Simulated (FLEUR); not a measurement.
**BaTe under changes of volume**

One of the cells (39.652 Å³/atom); the others are scaled copies at fixed shape and fractional positions:

```xyz
2
Lattice="0.0000 3.4100 3.4100 3.4100 0.0000 3.4100 3.4100 3.4100 0.0000" Properties=species:S:1:pos:R:3 pbc="T T T"
Ba    0.0000    0.0000    0.0000
Te    3.4100    3.4100    3.4100
```

| Property | Result |
| --- | --- |
| Program | FLEUR MaX-R8.1 (later development tree) |
| Functional | r2SCAN |
| Potentials or basis | all-electron |
| Basis | FLAPW |
| Kmax | 4.1 1/bohr |
| k mesh | 7 × 7 × 7 |
| Occupations | fermi-dirac, width 0.05 eV |
| Spin | no spin polarisation |

```csv
volume (Å³/atom),energy over the lowest point (meV/atom),gap on the mesh (eV)
37.273,125.75,1.66
38.066,92.13,1.70
39.652,41.64,1.80
41.238,?,?
42.031,0.00,1.94
```

**Question.** What does the run at 41.238 Å³/atom give?

**Answer.** Energy over the lowest point 9.88 meV/atom; gap on the mesh 1.89 eV.

Worked out: A Birch-Murnaghan fit of order 2 (a polynomial in V^(-2/3)) to the other rows has no minimum within the range. It gives 9.85 meV/atom at 41.238 Å³/atom, against the run's 9.88. A straight line through the other rows of the gap, of slope 2.36 eV per unit of ln V, gives 1.89 eV, against the run's 1.89.

Energies are extrapolated to zero smearing.

Caveats: the meta-GGA is that of a development version, with a GGA for the radial functions and cores and without core tails; spin-orbit coupling is left out, which moves the levels of the heavy elements; an odd mesh through Γ misses points on the zone boundary, where band edges often lie.
